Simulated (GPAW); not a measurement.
Runs of GPAW 26.7.0 on Sn. It takes space group I4/mmm (No. 139, tetragonal). Conventional cell: a = 4.058 Å, b = 4.058 Å, c = 3.322 Å, α = 90.00°, β = 90.00°, γ = 90.00°. Sn (site symmetry 4/mmm) is surrounded by 10 Sn at 3.32 Å. This isn't the form of Sn at room conditions, which is tetragonal (white tin).

| task | level | potentials or basis | cell | k mesh | cutoff (eV) | maxiter | convergence | band path | band points | response ecut | other keys | mesh quality | gap on the mesh (eV) | pressure (GPa) |
| --- | --- | --- | --- | --- | --- | --- | --- | --- | --- | --- | --- | --- | --- | --- |
| single point | PBEsol | PAW data sets generated in the run's folder for this functional, pw | cell strained at random at fixed volume | 10 × 10 × 10 | 600 | 150 | - | - | - | - | - | not flagged | none | -2.0 |
| single point | PBEsol | PAW data sets generated in the run's folder for this functional, pw | as given | 8 × 8 × 8 | 500 | 120 | default | - | - | - | - | not flagged | none | -2.8 |
| single point | PBEsol | PAW data sets generated in the run's folder for this functional, pw | as given | 10 × 10 × 10 | 600 | 150 | - | - | - | - | - | not flagged | none | (a) |
| band structure | LDA | the program's PAW data sets (release 1.2.1) made for this functional, pw | as given | 10 × 10 × 10 | 600 | 150 | - | GXMGZPNZ1M,XP | 100 | - | - | not flagged | - | -3.4 |
| G0W0 quasiparticle levels | PBEsol | PAW data sets generated in the run's folder for this functional, pw | as given | 4 × 4 × 4 | 500 | 50 | - | - | - | 80 eV | several, not listed | coarse | none | - |

Alike in all rows: no spin polarisation; smearing fermi-dirac 0.05 eV.

Q: Fill in the values left out.

A: (a) -2.2.

Caveats: some runs use coarse meshes; the cutoff is short for stress and forces, so pressures can be off by a GPa or more (some runs); spin-orbit coupling is left out, which moves the levels of the heavy elements (some runs); G0W0 is unreliable with partly filled bands (some runs); the long-wavelength limit can be off by a per cent or two (some runs).

A k mesh can miss the band edges, and the runs leave out spin-orbit coupling on Sn.

A gap of «none» marks a metal or a gap under the smearing width.
